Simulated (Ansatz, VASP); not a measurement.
## Hf5N6 (HfN(111), N ends) in two plane-wave programs

One calculation is typed for both programs; each brings its own data sets and cutoff. How far apart do they land? The structure shown is the end of the VASP relaxation below.

Method: plane waves, with VASP 6.6.1 beside it; single point at PBEsol, in Ansatz 0.2.0.

### Step 1. Starting point

The cell holds 11 atoms: 6 N and 5 Hf. Its edges and angles: a = 3.189 Å, b = 3.189 Å, c = 29.019 Å, α = 90.0°, β = 90.0°, γ = 120.0°. It derives from HfN. Vacuum lies along c.

As a file:

```cif
data_structure
_symmetry_space_group_name_H-M 'P 1'
_symmetry_Int_Tables_number 1
_cell_length_a 3.1891
_cell_length_b 3.1891
_cell_length_c 29.0192
_cell_angle_alpha 90.000
_cell_angle_beta 90.000
_cell_angle_gamma 120.000
_cell_volume 255.59
loop_
_atom_site_label
_atom_site_type_symbol
_atom_site_fract_x
_atom_site_fract_y
_atom_site_fract_z
_atom_site_occupancy
N1 N 0.00000 0.00000 0.28516 1
N2 N 0.66667 0.33333 0.36865 1
N3 N 0.33333 0.66667 0.45409 1
N4 N 0.00000 0.00000 0.54591 1
N5 N 0.66667 0.33333 0.63135 1
N6 N 0.33333 0.66667 0.71484 1
Hf7 Hf 0.33333 0.66667 0.31242 1
Hf8 Hf 0.00000 0.00000 0.40985 1
Hf9 Hf 0.66667 0.33333 0.50000 1
Hf10 Hf 0.33333 0.66667 0.59015 1
Hf11 Hf 0.00000 0.00000 0.68758 1
```

### Step 2. VASP: relaxation, PBEsol

This run makes the geometry at which the two programs are then compared.

Lines of VASP's logs that name or quote its potential files are left out, and so is its time.

The input, INCAR:

```
SYSTEM = Hf5N6
PREC = Normal
ENCUT = 400
EDIFF = 1E-05
NELM = 120
ISMEAR = 1
SIGMA = 0.1
LREAL = .FALSE.
ALGO = Fast
GGA = PS
NBANDS = 56
LASPH = .TRUE.
LORBIT = 11
LWAVE = .FALSE.
LCHARG = .FALSE.
KPAR = 2
IBRION = 2
NSW = 80
ISIF = 2
EDIFFG = -0.04
POTIM = 0.4
MAXMIX = 40
IDIPOL = 3
LDIPOL = .TRUE.
DIPOL = 0.5 0.5 0.5
ISYM = 2
```

The input, POSCAR:

```
Hf5N6
1.0
    3.1890515830      0.0000000000      0.0000000000
   -1.5945257920      2.7617996850      0.0000000000
    0.0000000000      0.0000000000     29.0192485700
N Hf
6 5
Direct
    0.0000000000      0.0000000000      0.2756790890
    0.6666666670      0.3333333330      0.3654074530
    0.3333333330      0.6666666670      0.4551358180
    0.0000000000      0.0000000000      0.5448641820
    0.6666666670      0.3333333330      0.6345925470
    0.3333333330      0.6666666670      0.7243209110
    0.3333333330      0.6666666670      0.3205432710
    0.0000000000      0.0000000000      0.4102716350
    0.6666666670      0.3333333330      0.5000000000
    0.3333333330      0.6666666670      0.5897283650
    0.0000000000      0.0000000000      0.6794567290
```

The input, KPOINTS:

```
Automatic mesh
0
Gamma
12 12 1
0 0 0
```

PAW data sets: N and Hf_sv_GW (PBE family, release 64).

On the command line:

```bash
mpirun -np 2 vasp_std
```

Numbers of over 12 decimals in the logs are rounded to 6 here.

Log:

```text
[banner, memory and clock lines left out]
running    2 mpi-ranks, on    1 nodes
 distrk:  each k-point on    1 cores,    2 groups
 distr:  one band on    1 cores,    1 groups

 POSCAR found type information on POSCAR N Hf
 POSCAR found :  2 types and      11 ions
|                                                                             |
|               ----> ADVICE to this user running VASP <----                  |
|                                                                             |
|     You enforced a specific xc type in the INCAR file but a different       |
|     [... a line on the potential file left out ...]
|     I HOPE YOU KNOW WHAT YOU ARE DOING!                                     |
|                                                                             |

 LDA part: xc-table for (Slater+PW92), standard interpolation
 POSCAR, INCAR and KPOINTS ok, starting setup
 FFT: planning ... GRIDC
 FFT: planning ... GRID_SOFT
 FFT: planning ... GRID
 WAVECAR not read
 entering main loop
       N       E                     dE             d eps       ncg     rms          rms(c)
DAV:   1     0.918482466959E+03    0.91848E+03   -0.45669E+04  2424   0.120E+03
DAV:   2    -0.636908741703E+02   -0.98217E+03   -0.96283E+03  2880   0.391E+02
DAV:   3    -0.152775635617E+03   -0.89085E+02   -0.88111E+02  2512   0.132E+02
DAV:   4    -0.155222979148E+03   -0.24473E+01   -0.24410E+01  2848   0.209E+01
DAV:   5    -0.155264789649E+03   -0.41811E-01   -0.41760E-01  2664   0.251E+00    0.172E+02
RMM:   6    -0.152643448481E+03    0.26213E+01   -0.87132E+01  2298   0.260E+01    0.139E+02
RMM:   7    -0.295448510090E+03   -0.14281E+03   -0.45260E+02  3095   0.494E+01    0.915E+01
RMM:   8    -0.208991846181E+03    0.86457E+02   -0.11523E+02  2646   0.288E+01    0.682E+01
RMM:   9    -0.171185897102E+03    0.37806E+02   -0.46820E+01  2331   0.186E+01    0.489E+01
RMM:  10    -0.158531518890E+03    0.12654E+02   -0.24039E+01  2504   0.118E+01    0.303E+01
RMM:  11    -0.133433794346E+03    0.25098E+02   -0.54289E+01  2844   0.138E+01    0.865E+00
RMM:  12    -0.133668026391E+03   -0.23423E+00   -0.57263E+00  2622   0.660E+00    0.115E+01
RMM:  13    -0.133624644761E+03    0.43382E-01   -0.19705E+00  2675   0.283E+00    0.104E+01
RMM:  14    -0.134607158617E+03   -0.98251E+00   -0.29045E-01  2315   0.150E+00    0.162E+01
[...]
RMM:  34    -0.133040750428E+03   -0.82211E-04   -0.27957E-04  2403   0.442E-02    0.117E+00
RMM:  35    -0.133039667020E+03    0.10834E-02   -0.31715E-04  2358   0.334E-02    0.913E-01
RMM:  36    -0.133038804137E+03    0.86288E-03   -0.32751E-04  2477   0.363E-02    0.723E-01
RMM:  37    -0.133038138549E+03    0.66559E-03   -0.46044E-04  2649   0.436E-02    0.560E-01
RMM:  38    -0.133037884278E+03    0.25427E-03   -0.81037E-04  2766   0.568E-02    0.315E-01
RMM:  39    -0.133037861839E+03    0.22439E-04   -0.12841E-04  2299   0.271E-02    0.177E-01
RMM:  40    -0.133037885027E+03   -0.23188E-04   -0.86684E-05  2146   0.209E-02    0.122E-01
RMM:  41    -0.133037899346E+03   -0.14319E-04   -0.29891E-05  1499   0.128E-02    0.596E-02
[...]
RMM:   2    -0.136710890393E+03   -0.91913E-02   -0.11821E-01  2235   0.124E+00    0.167E+00
RMM:   3    -0.136711132216E+03   -0.24182E-03   -0.11367E-02  2628   0.397E-01    0.980E-01
RMM:   4    -0.136711324034E+03   -0.19182E-03   -0.23272E-03  2761   0.144E-01    0.842E-01
RMM:   5    -0.136711241604E+03    0.82429E-04   -0.37929E-04  2569   0.662E-02    0.721E-01
RMM:   6    -0.136711259833E+03   -0.18228E-04   -0.14646E-04  2191   0.324E-02    0.520E-01
RMM:   7    -0.136711283827E+03   -0.23994E-04   -0.36450E-05  1506   0.164E-02    0.512E-01
RMM:   8    -0.136711299659E+03   -0.15832E-04   -0.15332E-05  1346   0.117E-02    0.217E-01
RMM:   9    -0.136711319911E+03   -0.20252E-04   -0.60403E-06  1240   0.876E-03    0.151E-01
RMM:  10    -0.136711348985E+03   -0.29074E-04   -0.91054E-06  1248   0.909E-03    0.345E-02
RMM:  11    -0.136711357838E+03   -0.88529E-05   -0.33705E-06   908   0.510E-03
   7 F= -.13671136E+03 E0= -.13671131E+03  d E =-.115030E-01
[... from here on, the cycles between the ionic steps are left out ...]
   8 F= -.13671264E+03 E0= -.13671239E+03  d E =-.127896E-01
   9 F= -.13671637E+03 E0= -.13671579E+03  d E =-.372100E-02
  10 F= -.13671671E+03 E0= -.13671600E+03  d E =-.406968E-02
  11 F= -.13671773E+03 E0= -.13671720E+03  d E =-.101174E-02
  12 F= -.13671780E+03 E0= -.13671734E+03  d E =-.108985E-02
  13 F= -.13671873E+03 E0= -.13671825E+03  d E =-.928039E-03
  14 F= -.13671954E+03 E0= -.13671903E+03  d E =-.173627E-02
  15 F= -.13672029E+03 E0= -.13671968E+03  d E =-.751693E-03
  16 F= -.13672099E+03 E0= -.13672016E+03  d E =-.144610E-02
 curvature:  -3.52 expect dE=-0.189E-02 dE for cont linesearch -0.719E-05
 trial: gam= 0.26188 g(F)=  0.537E-03 g(S)=  0.000E+00 ort = 0.104E-03 (trialstep = 0.897E+00)
 search vector abs. value=  0.955E-03
 bond charge predicted
       N       E                     dE             d eps       ncg     rms          rms(c)
DAV:   1    -0.136721148714E+03   -0.16476E-03   -0.13722E-01  2192   0.167E+00    0.393E-01
RMM:   2    -0.136721325951E+03   -0.17724E-03   -0.20973E-03  2205   0.176E-01    0.468E-01
RMM:   3    -0.136721308448E+03    0.17503E-04   -0.25400E-04  2250   0.616E-02    0.452E-01
RMM:   4    -0.136721297020E+03    0.11428E-04   -0.13733E-04  1959   0.316E-02    0.118E-01
RMM:   5    -0.136721298792E+03   -0.17714E-05   -0.27673E-05  1462   0.140E-02
  17 F= -.13672130E+03 E0= -.13672046E+03  d E =-.312458E-03
 trial-energy change:   -0.000312  1 .order   -0.000296   -0.000506   -0.000086
 step:   1.0816(harm=  1.0816)  dis= 0.00418  next Energy=  -136.721291 (dE=-0.305E-03)
 reached required accuracy - stopping structural energy minimisation
```

OUTCAR, selected parts (step 2):

```text
ion  position               nearest neighbor table
   1  0.000  0.000  0.276-   7 2.25   7 2.25   7 2.25
   2  0.667  0.333  0.365-   7 2.25   7 2.25   8 2.25   8 2.25   8 2.25   7 2.25
   3  0.333  0.667  0.455-   9 2.25   9 2.25   9 2.25   8 2.26   8 2.26   8 2.26
   4  0.000  0.000  0.545-   9 2.25   9 2.25   9 2.25  10 2.26  10 2.26  10 2.26
   5  0.667  0.333  0.635-  10 2.25  10 2.25  11 2.25  11 2.25  11 2.25  10 2.25
   6  0.333  0.667  0.724-  11 2.25  11 2.25  11 2.25
   7  0.333  0.667  0.321-   2 2.25   2 2.25   1 2.25   1 2.25   1 2.25   2 2.25   8 3.19   8 3.19
                             8 3.19
   8  0.000  0.000  0.410-   2 2.25   2 2.25   2 2.25   3 2.26   3 2.26   3 2.26   7 3.19   7 3.19
                             7 3.19   9 3.19   9 3.19   9 3.19
   9  0.667  0.333  0.500-   3 2.25   3 2.25   4 2.25   4 2.25   4 2.25   3 2.25  10 3.19  10 3.19
                             8 3.19   8 3.19   8 3.19  10 3.19
  10  0.333  0.667  0.590-   5 2.25   5 2.25   5 2.25   4 2.26   4 2.26   4 2.26  11 3.19  11 3.19
                            11 3.19   9 3.19   9 3.19   9 3.19
  11  0.000  0.000  0.679-   6 2.25   5 2.25   6 2.25   5 2.25   6 2.25   5 2.25  10 3.19  10 3.19
                            10 3.19

  LATTYP: Found a hexagonal cell.
 ALAT       =     3.1890515830
 C/A-ratio  =     9.0996485365

 Subroutine GETGRP returns: Found 12 space group operations
 (whereof  6 operations were pure point group operations)

The static configuration has the point symmetry C_3v.
 The point group associated with its full space group is D_3d.

 Found     19 irreducible k-points:

   k-points           NKPTS =     19   k-points in BZ     NKDIM =     19   number of bands    NBANDS=     56

   dimension x,y,z NGX =    16 NGY =   16 NGZ =  144
   dimension x,y,z NGXF=    32 NGYF=   32 NGZF=  288

   ENCUT  =  400.0 eV  29.40 Ry    5.42 a.u.   5.20  5.20 47.32*2*pi/ulx,y,z

   NELECT =      90.0000    total number of electrons

 k-points in reciprocal lattice and weights: Automatic mesh
   0.00000000  0.00000000  0.00000000       0.007
   0.08333333  0.00000000  0.00000000       0.042
   0.16666667  0.00000000  0.00000000       0.042
   0.25000000 -0.00000000  0.00000000       0.042
   0.33333333 -0.00000000  0.00000000       0.042
   0.41666667  0.00000000  0.00000000       0.042
   0.50000000 -0.00000000  0.00000000       0.021
   0.08333333  0.08333333  0.00000000       0.042
   0.16666667  0.08333333  0.00000000       0.083
[...]
0.33333333  0.25000000  0.00000000       0.083
   0.33333333  0.33333333  0.00000000       0.014

 dipolmoment           0.000000      0.000000     -0.000000 electrons x Angstroem

 average (electrostatic) potential at core
       1 -65.2910       2 -67.1022       3 -67.9761       4 -67.9762       5 -67.1022
       6 -65.2910       7 -88.5260       8 -90.0574       9 -89.9805      10 -90.0574
      11 -88.5259

 E-fermi :   1.9598

 k-point     1 :       0.0000    0.0000    0.0000
  band No.  band energies     occupation
    ...
     40      -0.7017      2.00000
     41      -0.7014      2.00000
     42      -0.4703      2.00000
     43      -0.2203      2.00000
     44      -0.2198      2.00000
     45       2.1052     -0.05932
     46       2.1829     -0.00708
     47       2.1829     -0.00706
     48       3.1943     -0.00000
     49       3.3454     -0.00000
    ...

 k-point     2 :       0.0833    0.0000    0.0000
  band No.  band energies     occupation
    ...
     41      -0.7019      2.00000
     42      -0.5220      2.00000
     43      -0.3960      2.00000
     44      -0.0886      2.00000
     45       1.8392      2.07080
     46       2.3899     -0.00000
     47       2.4253     -0.00000
     48       3.1142     -0.00000
     49       3.5105     -0.00000
     50       3.5373     -0.00000
    ...

 k-point     3 :       0.1667    0.0000    0.0000
  band No.  band energies     occupation
    ...
     41      -0.6641      2.00000
     42      -0.5646      2.00000
     43      -0.2755      2.00000
     44      -0.1865      2.00000
     45       1.2500      2.00000
     46       2.6492     -0.00000
     47       2.9166     -0.00000
     48       2.9792     -0.00000
     49       4.0385      0.00000
     50       4.0764      0.00000
    ...

  Total        2.9801837      2.9801837     -3.7158460     -0.0000000      0.0000000      0.0000000
  in kB       18.6815859     18.6815859    -23.2931601     -0.0000000      0.0000000      0.0000000
  external PRESSURE =       4.6900039 kB  Pullay stress =       0.0000000 kB

  energy-cutoff  :      400.00
  volume of cell :      255.59
      direct lattice vectors                 reciprocal lattice vectors
     3.189051583  0.000000000  0.000000000     0.313572852  0.181041371  0.000000000
    -1.594525792  2.761799685  0.000000000     0.000000000  0.362082741  0.000000000
     0.000000000  0.000000000 29.019248570     0.000000000  0.000000000  0.034459886

 POSITION                                       TOTAL-FORCE (eV/Angst)
 -----------------------------------------------------------------------------------
      0.00000      0.00000      8.27515         0.000000      0.000000     -0.015775
      1.59453      0.92060     10.69789        -0.000000      0.000000      0.010406
     -0.00000      1.84120     13.17733         0.000000     -0.000000     -0.002293
      0.00000      0.00000     15.84192        -0.000000     -0.000000      0.002293
      1.59453      0.92060     18.32136         0.000000     -0.000000     -0.010406
     -0.00000      1.84120     20.74410        -0.000000     -0.000000      0.015775
     -0.00000      1.84120      9.06609         0.000000      0.000000     -0.000150
      0.00000      0.00000     11.89362         0.000000      0.000000      0.020121
      1.59453      0.92060     14.50962        -0.000000     -0.000000      0.000000
     -0.00000      1.84120     17.12563        -0.000000     -0.000000     -0.020121
     -0.00000      0.00000     19.95316        -0.000000     -0.000000      0.000150
 -----------------------------------------------------------------------------------
    total drift:                                0.000006     -0.000001     -0.000081

  FREE ENERGIE OF THE ION-ELECTRON SYSTEM (eV)
  ---------------------------------------------------
  free  energy   TOTEN  =      -136.7212987918 eV

  energy  without entropy=     -136.7187689510  energy(sigma->0) =     -136.72045551

 reached required accuracy - stopping structural energy minimisation

 vacuum level on the upper side and lower side of the slab         8.167         8.167

 total charge
# of ion       s       p       d       f       tot
--------------------------------------------------
    1        1.286   2.460   0.000   0.000   3.747
    2        1.246   2.432   0.000   0.000   3.678
    3        1.244   2.449   0.000   0.000   3.693
    4        1.244   2.449   0.000   0.000   3.693
    5        1.246   2.432   0.000   0.000   3.678
    6        1.286   2.460   0.000   0.000   3.747
    7        4.183   6.007   1.512   0.109  11.811
    8        3.865   6.012   1.429   0.096  11.401
    9        3.681   5.994   1.516   0.075  11.266
   10        3.865   6.012   1.429   0.096  11.401
   11        4.183   6.007   1.512   0.109  11.811
--------------------------------------------------
tot         27.329  44.713   7.398   0.485  79.925

[... 3 further parts left out ...]
```

(Continued in part 2 of 2.)

[Lines on the potential files, build, host, timing and source positions are cut from VASP's logs without a mark.]

[Logs are printed without paths, hosts, clocks, repeated set-up lines and the standing remarks that a program may print on its own settings, such as how far it seeks lower states.]

[Hosts, paths, dates, database ids (printed as entryN), source tags and the programs' standing remarks are cut or masked in the printed files.]
